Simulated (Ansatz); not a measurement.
# WS2 in Ansatz: settings compared

The runs below take WS2 through band structure, with HSE06, PBE0.

Everything below comes from runs of Ansatz 0.2.0. Logs are shortened: lines on timing, memory, paths and dates and some standing lists are left out, and cuts for length are marked.

**1. The slab as given**

The cell holds a slab with vacuum, 3 atoms: a = 3.184 Å, b = 3.184 Å, c = 16.951 Å, α = 90.00°, β = 90.00°, γ = 120.00°.

**2. Band structure, HSE06**

File input:

```
crystal:
  lattice:
    - [3.1835163552, 0.0, 0.0]
    - [-1.5917581776, 2.7570060369, 0.0]
    - [0.0, 0.0, 16.95057789]
  atoms:
    - { symbol: W, position: [0.0, 0.0, 0.0] }
    - { symbol: S, position: [0.3333333333, 0.6666666667, 0.09200051] }
    - { symbol: S, position: [0.3333333333, 0.6666666667, 0.90799949] }
hamiltonian:
  xc: hse06
  pseudopotentials: { kind: paw }
kpoints:
  mp_grid: { grid: [6, 6, 2] }
  band_path:
    path:
      - [[0.0, 0.0, 0.0], [0.5, 0.0, 0.0], [0.3333333333, 0.3333333333, 0.0], [0.0, 0.0, 0.0], [0.0, 0.0, 0.5], [0.5, 0.0, 0.5], [0.3333333333, 0.3333333333, 0.5], [0.0, 0.0, 0.5]]
      - [[0.5, 0.0, 0.5], [0.5, 0.0, 0.0]]
      - [[0.3333333333, 0.3333333333, 0.0], [0.3333333333, 0.3333333333, 0.5]]
    npoints: 4
scf:
  occupations: { method: fermi_dirac, width: 0.05 }
  n_extra_bands: 7
output:
  forces: true
  stress: true
  eigenvalues: true
  fatbands: false
  write_density: true
  write_potential: true
  elf: true
  volumetric_format: npy
```

Potentials or basis: Ansatz PAW.

What it wrote:

```text
Warning: output.stress: scf.convergence.dr2_threshold = 1e-7 eV (the SCF's general default) is looser than the 3e-10 eV advised for a printed stress (1e-10 eV for each atom of the cell: 3). What an SCF threshold leaves in a stress goes as its square root, and in the free energy as the threshold itself, and one threshold admits the most on a small cell: of the crystals measured, under no hybrid functional and no lock of the moments, on runs that ended without the residual-converged pass, on stresses that held no estimate of that error, the worst erred by over 100 MPa in a component at 1e-7 eV an atom and by under 5 at 1e-10. Set scf.convergence.dr2_threshold to 3e-10 eV or tighter. The threshold is an SCF's pass mark: one that does not reach it within its budget of iterations ends unconverged, or closes short of it on a stop that the run arms, and scf.convergence.dr2_threshold's page says what that costs each kind of run
Warning: output.stress: scf.exx.energy_threshold = 1e-6 eV is looser than the 3e-8 eV advised for a stress under a hybrid functional (1e-8 eV for each atom of the cell: 3). Every SCF of the exchange loop can meet its threshold on dr2 while the loop round them stops early: no threshold on dr2 bounds what that leaves in the stress. Set scf.exx.energy_threshold to 3e-8 eV or tighter. The threshold is the loop's pass mark: a loop that does not reach it within its budget of cycles ends unconverged, and scf.exx.energy_threshold's page has the law
scf.n_extra_bands = 7 over 13 filled bands (N_el = 26.0): the run solves 20 bands
GPUs: using 1 of 1 available (devices: 1).
Engine: ansatz 0.2.0, x86_64-unknown-linux-gnu
Pseudopotentials: kind: paw
Pseudopotential: W, paw, valence charge 14, recommended cutoff 420 eV (normal), W.paw.azcp
Pseudopotential: S, paw, valence charge 6, recommended cutoff 420 eV (normal), S.paw.azcp
Functional definition: HSE06
  parameter a = 0.25
  parameter omega = 0.11/bohr
  exchange = pbe_x - a*pbe_x_sr(omega) + a*exact_x_sr(omega)
  correlation = pbe_c
device memory: the entry about to start is reckoned to put 0.9 GiB on a device that reports 51.5 GiB free (of which the cap on the GPU budget leaves the run 18.0 GiB)
GPU FFT provider: cuFFT
GPU libraries: cuBLAS 13.8.2, cuFFT 12.4.0, cuSOLVER 12.3.4
Crystal: 3 atoms, lattice volume = 148.775 Å³
Basis set: ecut = 420 eV, 2937 PW (Γ), exchange–correlation on 48×48×240 points (8 copies of the dense FFT grid, shifted against one another)
Bands: 20, of which v1, the nominal top of the filled ones, is band 13 counted from 1 (12 counted from 0)
Symmetry: 12 space group operations
Space group: P-6m2 (ITA 187), of the structure as read, at distance tolerance 5.3e-5 Å
k-points: 14 of 72 (time reversal used)
Non-local potential: W, projectors of the file, l = 0: 3, l = 1: 2, l = 2: 2, l = 3: 1
Non-local potential: S, projectors of the file, l = 0: 2, l = 1: 2, l = 2: 2
PAW form: soft (Blöchl's): semilocal exchange-correlation on the pseudo side does not see the compensation charge
PAW frozen core: W, regenerated for the run's functional, and the local potential with it (the file was generated under x = pbe(κ = 0.804, μ = 0.2195149727645171), c = pbe(β = 0.06672455060314922))
PAW frozen core: S, regenerated for the run's functional, and the local potential with it (the file was generated under x = pbe(κ = 0.804, μ = 0.2195149727645171), c = pbe(β = 0.06672455060314922))
PAW one-centre angular grid: W, 590 points (default); XC on 64 Gauss nodes
PAW one-centre angular grid: S, 110 points (default); XC on 64 Gauss nodes
Initial density: superposition of atomic densities (neutral atoms: chi_scale 0, normalization atom), corrected by the library's trained network
Initial wavefunctions: pseudopotential atomic-orbital guess
GPU buffer pool allocated for 69120 grid points (all kernels)
GPU transforms: local potential and band sums: pruned to the plane-wave sphere, on 24×24×120
Functional: x = pbe(κ = 0.804, μ = 0.2195149727645171), c = pbe(β = 0.06672455060314922), warm-up for x = pbe(κ = 0.804, μ = 0.2195149727645171) + 0.25 (exact − pbe) at short range (hse, ω = 0.20786987370883472 Å⁻¹), c = pbe(β = 0.06672455060314922); HSE06 as pw.x's `hse` composes it (authors' and Libxc's form: `xc: wpbeh`)
SCF iter   1: F=—  HF=-12191.420923 eV  |F-HF|=—  |Δ(HF+E_count)|=         —  Δρ=3.51e-3  dr2=9.69e-3  ethr=1.77e-3  ⟨swp⟩=11.7  Hψ=1399  notcnv=0
preconditioner: auto → none  [insulator: Δε(μ)=1.771 eV  Ē_g=10.361 eV  σ=0.050 eV  W_gap=1.00  n_scr=10 (ndim 8)  ℏωp=12.9 eV  f_vac=0.610  D(μ)=0.00/eV (n_scr^D=0)]
SCF iter   2: F=—  HF=-12191.424560 eV  |F-HF|=—  |Δ(HF+E_count)|=   3.64e-3  Δρ=1.61e-3  dr2=2.14e-3  ethr=3.73e-5  ⟨swp⟩=5.1  Hψ=819  notcnv=0  defer=3
SCF iter   3: F=—  HF=-12191.427632 eV  |F-HF|=—  |Δ(HF+E_count)|=   3.07e-3  Δρ=1.18e-3  dr2=5.27e-3  ethr=8.24e-6  ⟨swp⟩=5.0  Hψ=727  notcnv=0  defer=1  recentre
SCF iter   4: F=-12191.427288 eV  HF=-12191.427233 eV  |F-HF|=5.58e-5  |Δ(HF+E_count)|=   4.00e-4  Δρ=4.52e-4  dr2=2.40e-4  ethr=8.24e-6  ⟨swp⟩=3.0  Hψ=541  notcnv=0
[... 26 lines left out ...]
GPU buffer pool allocated for 69120 grid points (all kernels)
GPU transforms: local potential and band sums: pruned to the plane-wave sphere, on 24×24×120
Exchange kernel: α = 0.2500, screened, ω = 0.2079 Å⁻¹, Wigner–Seitz truncation, v(0) = 1044.4951 eV·Å³, q-mesh 6×6×2, nearest image of the exchange supercell L = 19.10 Å, pair-density grid 15×15×75, without the augmentation charges, whose exchange is taken in its separable form by FFT convolution over the k-point mesh (sized by the pseudopotential files, 20×20×120 at the most), smooth part of the exact exchange by density-matrix convolution in up to 4.17 GiB of GPU memory as planned if the GPU has room (build and FFT work areas not counted)
Frozen-core exchange: fock
SCF iter   1: F=—  HF=-12193.461677 eV  |F-HF|=—  |Δ(HF+E_count)|=         —  Δρ=3.04e-5  dr2=9.95e-7  ethr=1.49e-7  ⟨swp⟩=6.9  Hψ=886  notcnv=0
preconditioner: auto → none  [insulator: Δε(μ)=2.278 eV  Ē_g=11.799 eV  σ=0.050 eV  W_gap=1.00  n_scr=10 (ndim 8)  ℏωp=12.9 eV  f_vac=0.611  D(μ)=0.00/eV (n_scr^D=0)]
SCF iter   2: F=—  HF=-12193.461677 eV  |F-HF|=—  |Δ(HF+E_count)|=   2.99e-7  Δρ=1.01e-5  dr2=6.90e-8  ethr=3.39e-9  ⟨swp⟩=3.6  Hψ=569  notcnv=0  defer=1
SCF iter   3: F=—  HF=-12193.461677 eV  |F-HF|=—  |Δ(HF+E_count)|=   8.69e-8  Δρ=2.14e-6  dr2=8.11e-9  ethr=1.97e-10  ⟨swp⟩=5.2  Hψ=693  notcnv=0  defer=8
SCF iter   4: F=-12193.461677 eV  HF=-12193.461677 eV  |F-HF|=3.46e-11  |Δ(HF+E_count)|=   1.54e-9  Δρ=2.45e-7  dr2=2.22e-10  ethr=2.29e-11  ⟨swp⟩=4.7  Hψ=695  notcnv=0  defer=6
SCF 3 converged in 4 iterations: F = -12193.461677 eV  dr2 = 2.22e-10
  Residual-converged pass: ⟨swp⟩=4.0  Hψ=698  notcnv=0  max |occ|·‖R‖ = 5.2e-7 eV (tolerance 5.4e-7 eV)  dr2=2.15e-10  dr2_onsite=4.59e-12  max |Δocc| = 1.9e-20
hybrid outer 2: dexx = +1.649e-7 eV, tail = 3.79e-9 eV, Δε = 1.91e-3 eV (about 4.19e-5 eV left of the loop's levels), ΔF = 5.58e-4 eV/Å (tail 1.66e-4)
device memory: the entry about to start is reckoned to put 0.7 GiB on a device that reports 61.8 GiB free (of which the cap on the GPU budget leaves the run 18.0 GiB)
NSCF: frozen V_eff on 39 k-points, pencils in batches of 32, up to order 88
WARN: The output density's exchange-correlation potential varies sharply where the density is thin. Do not read a vacuum level from v_tot or v_xc, or from such a field of the output density. On a cell that repeats whose density bears no net charge and no dipole along the vacuum's axis use v_es (v_loc + v_h of the components); under efield.dipole_correction with no amplitude use v_es + v_field, which holds any external_charges[].barrier, or the levels of the report's work_function block, which leave it out; under a non-zero efield.amplitude the vacuum is tilted and has no level; on a cell that repeats and bears such a dipole with no correction it is tilted too, and efield.dipole_correction with no amplitude gives each side of its ramp a level where efield: is served; in a cell that repeats whose density bears a net charge (total_charge, or a fill off its count) it is curved and has none; of a slab under crystal.periodic whose density bears no net charge use v_es, which has a level on each side, short of where the two are joined; of another it falls or rises all the way out and has none; of a slab beside external_charges read slab_vacuum_level instead, which it has where they leave it neutral. The grid or the basis barely resolves most such structure, and the values can differ between equally converged runs; as a rule a tighter scf.convergence.dr2_threshold does not remove it. Where the density itself ripples (under the LDA too) a higher basis.ecutwfc lessens it. The files hold the spikes' plane waves up to the density's cutoff. Files: v_tot_of_output_density and the like, and their columns of v_z.tsv (output.write_potential); v_xc_of_output_density and the like, and their columns of v_comp_z.tsv (output.write_potential_components). Measured: with its Gaussian average of σ = 0.25 Å subtracted twice, the exchange-correlation potential is over 0.1 eV at 1 of the grid points where the equally averaged density (valence and model cores) is under 1e-3 e/Å³, and 0.142 eV at the most among them, at an averaged density of 9.0e-9 e/Å³. See output.write_potential in the manual, Limitations
hybrid SCF converged: 2 outer / 11 inner (+4 warm-up), last move |dexx| = 1.65e-7 eV, tail = 3.79e-9 eV
Stability not checked: this state was not tested for a lower state beside it, because the functional holds exact exchange (a hybrid, or Hartree-Fock), whose exchange loop this test does not read (fock_operator; see scf.lower_state_search)
Free energy (F): -12193.461677 eV
Frozen-core exchange: fock
Harris-Foulkes:  -12193.461677 eV  (|F-HF|=3.46e-11)
Internal energy: -12193.461677 eV  (E = F + TS)
E sigma→0 (E₀):  -12193.461677 eV
Fermi energy:    1.041179 eV
--- Per-component energies (eV) ---
  E_band       = -511.742131
  E_kinetic    = 663.479461
  E_local      = -12396.078852  (includes V_loc(G=0)·N_el)
  E_nonlocal   = 57.853383
  E_hartree    = 5877.110324
  E_xc         = -368.648487
  E_vxc        = -330.511409  (∫ρ·V_xc dr)
  E_exx        = -63.255741  (= α·E_x^exact, valence–valence)
  E_paw        = -9793.701078  (= ΣΔE_a)
  E_vpaw       = -134.193890  (= ΣTr[D̂ρ^β])
  E_aug_tail   = -0.000059  (compensation charges beyond the density's cutoff)
  E_ewald      = 3832.888907
  E_core_change = -3.109535  (= ΣΔE_core)
  E_smearing   = -0.000000  (= −TS)
  E_closure    = 0.000000  (closes the sum)
  Σ components = -12193.461677   (vs F -12193.461677, Δ=1.82e-12)
--- Forces (eV/Å), atoms counted from 1 ---
  atom   1  W      0.00000000    -0.00000000     0.00000000
  atom   2  S      0.00000000     0.00000000    -0.22002972
  atom   3  S      0.00000000     0.00000000     0.22002972
  max |Σ_I F_I| component: 4.86e-17 eV/Å
--- Stress (GPa, compression-positive) ---
       -1.177702      -0.000000       0.000000
        0.000000      -1.177702       0.000000
        0.000000       0.000000      -0.739697
  P = ⅓ Tr σ = -1.0317 GPa (-10.317 kbar)
--- Band table (eV; the first three rows and the last of 14) ---
  k-point 0: bands = ["-77.9265", "-40.8151", "-40.6171", "-40.6171", "-16.5509", "-14.7127", "-7.2724", "-3.4432", "-3.4432", "-2.5462", "-1.9951", "-1.9951", "-0.1217", "3.5188", "3.5188", "3.6724", "3.6724", "5.5083", "5.9286", "6.1330"]
  k-point 1: bands = ["-77.9265", "-40.8151", "-40.6171", "-40.6171", "-16.5509", "-14.7127", "-7.2724", "-3.4432", "-3.4432", "-2.5462", "-1.9951", "-1.9951", "-0.1217", "3.5188", "3.5188", "3.6724", "3.6724", "5.6183", "5.6819", "6.3044"]
  k-point 2: bands = ["-77.9210", "-40.7959", "-40.7241", "-40.6419", "-16.0649", "-14.5425", "-6.7105", "-4.5224", "-3.7031", "-2.9751", "-2.6640", "-1.7903", "-0.5199", "2.9411", "3.3034", "3.4440", "4.3115", "6.1920", "6.4741", "7.4191"]
  k-point 13: bands = ["-77.9018", "-40.9202", "-40.8961", "-40.7281", "-13.8726", "-13.7516", "-6.5981", "-6.1832", "-5.1717", "-4.5909", "-3.8177", "-2.8776", "-0.1055", "2.1724", "4.0865", "4.7864", "6.4792", "7.5689", "7.8189", "10.0684"]
```

Run time: 51 s. Hardware: 1 × NVIDIA H100 80GB HBM3 with 2 threads of AMD EPYC 7R13 (Zen 3), shared host; peak memory 2.7 GiB.

Results:

- Free energy: -12193.4617 eV
- Largest force: 0.220 eV/Å
- Band gap on the k mesh: 2.28 eV, direct
- Band gap along the path: 2.28 eV, direct

Forces on the atoms (eV/Å):
```
W    0.000  0.000  0.000
S    0.000  0.000 -0.220
S    0.000  0.000  0.220
```

Levels at the corners of the path, in eV from the valence-band top:
| point | band 10 | band 11 | band 12 | band 13 | band 14 | band 15 | band 16 | band 17 |
| --- | --- | --- | --- | --- | --- | --- | --- | --- |
| Γ | -2.44 | -1.89 | -1.89 | -0.02 | 3.62 | 3.62 | 3.78 | 3.78 |
| M | -3.91 | -2.49 | -1.57 | -1.12 | 3.54 | 4.03 | 4.89 | 5.71 |
| K | -4.49 | -3.71 | -2.77 | 0.00 | 2.28 | 4.19 | 4.89 | 6.58 |
| Γ | -2.44 | -1.89 | -1.89 | -0.02 | 3.62 | 3.62 | 3.78 | 3.78 |
| A | -2.44 | -1.89 | -1.89 | -0.02 | 3.62 | 3.62 | 3.78 | 3.78 |
| L | -3.91 | -2.49 | -1.57 | -1.12 | 3.54 | 4.03 | 4.89 | 5.71 |
| H | -4.49 | -3.71 | -2.77 | 0.00 | 2.28 | 4.19 | 4.89 | 6.58 |
| A | -2.44 | -1.89 | -1.89 | -0.02 | 3.62 | 3.62 | 3.78 | 3.78 |
| L | -3.91 | -2.49 | -1.57 | -1.12 | 3.54 | 4.03 | 4.89 | 5.71 |
| M | -3.91 | -2.49 | -1.57 | -1.12 | 3.54 | 4.03 | 4.89 | 5.71 |
| K | -4.49 | -3.71 | -2.77 | 0.00 | 2.28 | 4.19 | 4.89 | 6.58 |
| H | -4.49 | -3.71 | -2.77 | 0.00 | 2.28 | 4.19 | 4.89 | 6.58 |

Caveat: spin-orbit coupling is left out, which moves the levels of the heavy elements; the PAW data sets come from PBE, with cores solved anew for the run's functional, which leaves a small shift of forces and pressure; the thresholds are loose for stress.

**3. Band structure, PBE0**

input, as its differences from that of step 2:

```diff
@@ -10,3 +10,3 @@
 hamiltonian:
-  xc: hse06
+  xc: pbe0
   pseudopotentials: { kind: paw }
```

Potentials or basis: Ansatz PAW.

Run time: 52 s. Hardware: 1 × NVIDIA H100 80GB HBM3 with 2 threads of AMD EPYC 7R13 (Zen 3), shared host; peak memory 2.7 GiB.

It converged, with:

- Free energy: -12191.3698 eV
- Largest force: 0.208 eV/Å
- Band gap on the k mesh: 2.94 eV, direct
- Band gap along the path: 2.94 eV, direct

Forces on the atoms (eV/Å):
```
W    0.000  0.000  0.000
S    0.000  0.000 -0.208
S    0.000  0.000  0.208
```

Stress tensor (GPa, compression positive):
```
-1.20  0.00  0.00
 0.00 -1.20  0.00
 0.00  0.00 -0.70
```

Levels at the corners of the path, in eV from the valence-band top:
| point | band 9 | band 10 | band 11 | band 12 | band 13 | band 14 | band 15 | band 16 | band 17 | band 18 |
| --- | --- | --- | --- | --- | --- | --- | --- | --- | --- | --- |
| Γ | -3.40 | -2.50 | -1.91 | -1.91 | -0.03 | 4.32 | 4.32 | 4.48 | 4.48 | 6.18 |
| M | -5.13 | -3.97 | -2.54 | -1.60 | -1.15 | 4.24 | 4.75 | 5.60 | 6.43 | 6.72 |
| K | -5.14 | -4.55 | -3.77 | -2.83 | 0.00 | 2.94 | 4.90 | 5.62 | 7.32 | 8.39 |
| Γ | -3.40 | -2.50 | -1.91 | -1.91 | -0.03 | 4.32 | 4.32 | 4.48 | 4.48 | 6.18 |
| A | -3.40 | -2.50 | -1.91 | -1.91 | -0.03 | 4.32 | 4.32 | 4.48 | 4.48 | 6.30 |
| L | -5.13 | -3.97 | -2.54 | -1.60 | -1.15 | 4.24 | 4.75 | 5.60 | 6.43 | 6.72 |
| H | -5.14 | -4.55 | -3.77 | -2.83 | 0.00 | 2.94 | 4.90 | 5.62 | 7.32 | 8.39 |
| A | -3.40 | -2.50 | -1.91 | -1.91 | -0.03 | 4.32 | 4.32 | 4.48 | 4.48 | 6.30 |
| L | -5.13 | -3.97 | -2.54 | -1.60 | -1.15 | 4.24 | 4.75 | 5.60 | 6.43 | 6.72 |
| M | -5.13 | -3.97 | -2.54 | -1.60 | -1.15 | 4.24 | 4.75 | 5.60 | 6.43 | 6.72 |
| K | -5.14 | -4.55 | -3.77 | -2.83 | 0.00 | 2.94 | 4.90 | 5.62 | 7.32 | 8.39 |
| H | -5.14 | -4.55 | -3.77 | -2.83 | 0.00 | 2.94 | 4.90 | 5.62 | 7.32 | 8.39 |

Caveat: spin-orbit coupling is left out, which moves the levels of the heavy elements; the PAW data sets come from PBE, with cores solved anew for the run's functional, which leaves a small shift of forces and pressure; the thresholds are loose for stress.
